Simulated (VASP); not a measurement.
A run of VASP 6.6.1 is set up as follows.

File POSCAR:

```
HCl
1.0
    8.4901850000      0.0000000000      0.0000000000
    0.0000000000      8.4901850000      0.0000000000
    0.0000000000      0.0000000000      8.4901850000
Cl H
12 12
Direct
    0.5848871373      0.5956171744      0.9564691464
    0.0503522597      0.1847898485      0.4004388597
    0.0051353416      0.6064885512      0.5978786092
    0.6126839403      0.1209867630      0.3157175020
    0.1580177582      0.4859611422      1.0088943880
    0.6339320050      0.5945217919      0.4113455714
    0.3002290292      0.8396519039      0.2112910378
    0.1668986011      0.9684947972      0.7731280296
    0.8192636556      0.2428451206      0.8775662721
    0.8849512702      0.8474138078      0.1303858514
    0.4004506380      0.3374366990      0.6530364179
    0.5913769841      0.9361869029      0.6785128946
    0.6558278765      0.4631112278      0.9230187564
    0.0359709476      0.2959181690      0.2999227932
    0.0573367954      0.7396540829      0.6542849184
    0.7190067119      0.0235683910      0.2669788703
    0.2646585440      0.4260920110      0.9145030409
    0.7599481048      0.6276777243      0.4937701593
    0.2711248341      0.7073815235      0.1352974052
    0.3058001681      0.9556211084      0.7088891467
    0.7128937709      0.1416223557      0.8313128630
    1.0178812358      0.9058459857      0.1743896040
    0.4828987825      0.4453966551      0.5791393238
    0.6057347396      1.0126516678      0.5463367406
```

INCAR.step1

```
ALGO     = Normal         # electronic algorithm
EDIFF    = 1E-4           # SCF threshold, eV
ENCUT    = 520            # plane-wave cutoff, eV
GGA      = PE             # functional
ISMEAR   = -1             # smearing method
LASPH    = True           # aspherical terms in the spheres
LCHARG   = False          # write CHGCAR
LREAL    = Auto         
LWAVE    = True           # write WAVECAR
NBANDS   = 66             # bands
NELM     = 80             # most SCF steps
PREC     = Accurate       # precision mode
SIGMA    = 0.05           # smearing width, eV
```

File INCAR.step2:

```
ALGO     = Normal         # electronic algorithm
EDIFF    = 1E-6           # SCF threshold, eV
ENCUT    = 520            # plane-wave cutoff, eV
ISIF     = 2              # what is computed and relaxed
ISMEAR   = -1             # smearing method
ISTART   = 1            
LASPH    = True           # aspherical terms in the spheres
LCHARG   = False          # write CHGCAR
LMIXTAU  = True         
LREAL    = Auto         
LWAVE    = False          # write WAVECAR
METAGGA  = R2SCAN         # meta-GGA
NBANDS   = 66             # bands
NELM     = 80             # most SCF steps
PREC     = Accurate       # precision mode
SIGMA    = 0.05           # smearing width, eV
```

Contents of KPOINTS:

```
k-points
0
Gamma
  1 1 1
```

Potentials or basis: VASP PAW PBE potentials, release 64 (Cl, H).

Launch:

```bash
$ cat potpaw_PBE.64/Cl/POTCAR potpaw_PBE.64/H/POTCAR > POTCAR
$ cp INCAR.step1 INCAR
$ mpirun -np 1 vasp_gam > vasp.out
$ cp INCAR.step2 INCAR
$ mpirun -np 1 vasp_gam > vasp.out
```

Problem. Estimate the band gap on the k mesh.

Solution. 6.16 eV, direct.

Problem. Predict the largest force.

Solution. 0.756 eV/Å.

Problem. What does it give for the pressure?

Solution. -0.5 GPa.

Forces on the atoms (eV/Å):
```
Cl   0.188 -0.377 -0.100
Cl   0.006 -0.003  0.025
Cl   0.183  0.309  0.151
Cl  -0.005  0.053  0.011
Cl   0.408 -0.310 -0.371
Cl   0.300  0.095  0.192
Cl  -0.107 -0.659 -0.356
Cl   0.361 -0.049 -0.229
Cl  -0.353 -0.277 -0.123
Cl  -0.043  0.003  0.007
Cl   0.210  0.278 -0.214
Cl   0.009 -0.082  0.131
H   -0.171  0.403  0.095
H    0.002 -0.002 -0.054
H   -0.155 -0.281 -0.113
H    0.034 -0.032 -0.099
H   -0.434  0.341  0.384
H   -0.349 -0.131 -0.189
H    0.129  0.635  0.358
H   -0.344  0.021  0.214
H    0.345  0.303  0.094
H    0.038 -0.005  0.000
H   -0.195 -0.294  0.260
H   -0.058  0.062 -0.075
```

Caveat: the PAW data sets were made with another functional, which shifts forces and pressure a little. r2SCAN opens gaps a little over a GGA but as a rule still falls short of measured ones.
